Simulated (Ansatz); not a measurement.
Pb: band structure with LDA

The system is Pb.

```
Pb
1.0
     3.52437    0.00000    0.00000
    -1.76218    3.05219    0.00000
     0.00000    0.00000   11.49524
Pb
4
Direct
  0.66667 0.33333 0.75000
  0.00000 0.00000 0.50000
  0.33333 0.66667 0.25000
  0.00000 0.00000 0.00000
```

This isn't the form of Pb at room conditions, which is fcc.

| Item | Value |
| --- | --- |
| Program | Ansatz 0.2.0 |
| Task | band structure |
| Functional | LDA |
| Potentials or basis | all-electron LAPW, scalar-relativistic |
| Cutoff | 140 eV (chosen from the basis error) |
| Basis error allowed | 0.002 eV/atom |
| k mesh | 9 × 9 × 3 |
| Occupations | fermi-dirac, width 0.05 eV |
| Spin | no spin polarisation |

```
Pressure                : -3.0 GPa
Band gap along the path : none (metal or under the smearing width)
```

Stress tensor (GPa, compression positive):
```
-3.15  0.00  0.00
 0.00 -3.15  0.00
 0.00  0.00 -2.72
```

Levels at the corners of the path, in eV from the Fermi level:
| point | band 68 | band 69 | band 70 | band 71 | band 72 | band 73 | band 74 | band 75 | band 76 | band 77 |
| --- | --- | --- | --- | --- | --- | --- | --- | --- | --- | --- |
| Γ | -8.13 | -4.07 | 0.74 | 0.75 | 5.41 | 5.41 | 6.17 | 6.17 | 6.25 | 6.25 |
| M | -6.96 | -3.91 | -3.58 | -2.29 | -1.76 | 0.02 | 0.83 | 2.01 | 3.32 | 3.37 |
| K | -7.08 | -2.43 | -2.19 | -2.19 | -1.99 | -1.99 | -0.54 | 0.27 | 0.27 | 1.10 |
| Γ | -8.13 | -4.07 | 0.74 | 0.75 | 5.41 | 5.41 | 6.17 | 6.17 | 6.25 | 6.25 |
| A | -9.11 | -2.46 | -2.46 | 4.53 | 4.53 | 5.63 | 5.63 | 5.63 | 5.63 | 6.87 |
| L | -7.23 | -3.39 | -3.39 | -2.68 | -2.68 | 1.33 | 1.33 | 2.36 | 2.36 | 2.89 |
| H | -7.20 | -2.56 | -2.56 | -1.74 | -1.74 | -0.97 | -0.97 | -0.73 | -0.73 | 2.96 |
| A | -9.11 | -2.46 | -2.46 | 4.53 | 4.53 | 5.63 | 5.63 | 5.63 | 5.63 | 6.87 |

It took 54 s on 2 threads of Arm Neoverse N1, with other jobs on the host, peak memory 0.46 GiB.

Caveat: spin-orbit coupling is left out, which moves the levels of the heavy elements.
